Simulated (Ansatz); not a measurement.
# InSb: energy and stress against strain

The task, for InSb: strain the cell along the Voigt pattern (0, 0, 1, 0, 0, 0).

Program: Ansatz 0.2.0. Level of theory: DFT r2SCAN, scalar-relativistic, plane waves, PAW. These are calculated values, not measurements.

### 1 The starting structure

The structure is cubic, space group F-43m (No. 216). Conventional cell: a = 6.478 Å, b = 6.478 Å, c = 6.478 Å, α = 90.00°, β = 90.00°, γ = 90.00°. Around In (site symmetry -43m) lie 4 Sb at 2.81 Å. Sb (site symmetry -43m) has 4 In at 2.81 Å in its first shell of neighbours.

Structure file:

```xyz
2
Lattice="0.0000 3.2391 3.2391 3.2391 0.0000 3.2391 3.2391 3.2391 0.0000" Properties=species:S:1:pos:R:3 pbc="T T T"
In    0.0000    0.0000    0.0000
Sb    4.8586    4.8586    4.8586
```

No relaxation comes first: the listed cell is the starting point.

### 2 Zero of energy

Reference values: F = -12111.4286 eV; pressure 1.69 GPa; largest force 0.000 eV/Å; gap on the mesh 0.24 eV. It was computed beforehand with the settings of the runs below.

### 3 Setting up energy and stress against strain

The cell is strained by ε times the Voigt pattern (0, 0, 1, 0, 0, 0) (xx, yy, zz, yz, xz, xy; engineering shear), with fractional coordinates fixed (clamped ions). The stress on the pattern is the sum of the stress components weighted by it, tension positive.

### 4 ε = -0.0200

input.yaml reads:

```yaml
crystal:
  lattice:
    - [0.0, 3.2391, 3.174318]
    - [3.2391, 0.0, 3.174318]
    - [3.2391, 3.2391, 0.0]
  atoms:
    - { symbol: In, position: [0.0, 0.0, 0.0] }
    - { symbol: Sb, position: [0.75, 0.75, 0.75] }
basis:
  ecutwfc: 500
kpoints:
  mp_grid: { grid: [10, 10, 10] }
hamiltonian:
  xc: r2scan
scf:
  occupations: { method: gaussian, width: 0.03 }
output:
  forces: true
  stress: true
  eigenvalues: true
```

Started as:

```bash
$ ansatz run input.yaml --threads 1 --pin off --max-ram 2560MiB --backend cpu --events-out ev --progress --plain --runs-dir out
```

### 5 At ε = 0.0150

input.yaml: that of step 4 with these lines changed.

```diff
@@ -2,4 +2,4 @@
   lattice:
-    - [0.0, 3.2391, 3.174318]
-    - [3.2391, 0.0, 3.174318]
+    - [0.0, 3.2391, 3.2876865]
+    - [3.2391, 0.0, 3.2876865]
     - [3.2391, 3.2391, 0.0]
```

### 6 Point ε = -0.0100

input.yaml: that of step 5 with these lines changed.

```diff
@@ -2,4 +2,4 @@
   lattice:
-    - [0.0, 3.2391, 3.2876865]
-    - [3.2391, 0.0, 3.2876865]
+    - [0.0, 3.2391, 3.206709]
+    - [3.2391, 0.0, 3.206709]
     - [3.2391, 3.2391, 0.0]
@@ -20 +20,5 @@
   eigenvalues: true
+  write_density: true
+  write_potential: true
+  elf: true
+  volumetric_format: npy
```

### 7 Point ε = 0.0050

input.yaml: that of step 6 with these lines changed.

```diff
@@ -2,4 +2,4 @@
   lattice:
-    - [0.0, 3.2391, 3.206709]
-    - [3.2391, 0.0, 3.206709]
+    - [0.0, 3.2391, 3.2552955]
+    - [3.2391, 0.0, 3.2552955]
     - [3.2391, 3.2391, 0.0]
```

### 8 Point ε = 0.0200

input.yaml: that of step 7 with these lines changed.

```diff
@@ -2,4 +2,4 @@
   lattice:
-    - [0.0, 3.2391, 3.2552955]
-    - [3.2391, 0.0, 3.2552955]
+    - [0.0, 3.2391, 3.303882]
+    - [3.2391, 0.0, 3.303882]
     - [3.2391, 3.2391, 0.0]
@@ -20,5 +20 @@
   eigenvalues: true
-  write_density: true
-  write_potential: true
-  elf: true
-  volumetric_format: npy
```

### 9 ε = -0.0150

input.yaml: that of step 8 with these lines changed.

```diff
@@ -2,4 +2,4 @@
   lattice:
-    - [0.0, 3.2391, 3.303882]
-    - [3.2391, 0.0, 3.303882]
+    - [0.0, 3.2391, 3.1905135]
+    - [3.2391, 0.0, 3.1905135]
     - [3.2391, 3.2391, 0.0]
```

### 10 Point ε = 0.0100

input.yaml: that of step 9 with these lines changed.

```diff
@@ -2,4 +2,4 @@
   lattice:
-    - [0.0, 3.2391, 3.1905135]
-    - [3.2391, 0.0, 3.1905135]
+    - [0.0, 3.2391, 3.271491]
+    - [3.2391, 0.0, 3.271491]
     - [3.2391, 3.2391, 0.0]
@@ -20 +20,5 @@
   eigenvalues: true
+  write_density: true
+  write_potential: true
+  elf: true
+  volumetric_format: npy
```

### 11 At ε = -0.0050

input.yaml: that of step 10 with these lines changed.

```diff
@@ -2,4 +2,4 @@
   lattice:
-    - [0.0, 3.2391, 3.271491]
-    - [3.2391, 0.0, 3.271491]
+    - [0.0, 3.2391, 3.2229045]
+    - [3.2391, 0.0, 3.2229045]
     - [3.2391, 3.2391, 0.0]
@@ -20,5 +20 @@
   eigenvalues: true
-  write_density: true
-  write_potential: true
-  elf: true
-  volumetric_format: npy
```

### 12 At ε = 0.0175

input.yaml: that of step 11 with these lines changed.

```diff
@@ -2,4 +2,4 @@
   lattice:
-    - [0.0, 3.2391, 3.2229045]
-    - [3.2391, 0.0, 3.2229045]
+    - [0.0, 3.2391, 3.29578425]
+    - [3.2391, 0.0, 3.29578425]
     - [3.2391, 3.2391, 0.0]
```

(Steps that only read results are left out.)

Q: Predict the outcome of this session. Wanted: slope of the stress at ε = 0, over ±0.0050.

The runs gave:

| quantity | value |
| --- | --- |
| slope of the stress at ε = 0, over ±0.0050 | 72 GPa |

The slope of the stress at zero strain, 72 GPa, estimates C33 with clamped ions in this Cartesian frame; letting the atoms relax could not make it stiffer. The reference stands under 1.7 GPa, so this is no zero-stress constant. The energy drops below the reference, by 4.2 meV/atom at ε = 0.0200; the cell was taken as given and not relaxed at this level. Compression costs more than tension: 10.3 against -4.2 meV/atom at the ends. The gap on the mesh stays between 0.08 and 0.30 eV. These runs have no spin-orbit coupling; with Sb it would split and shift bands.
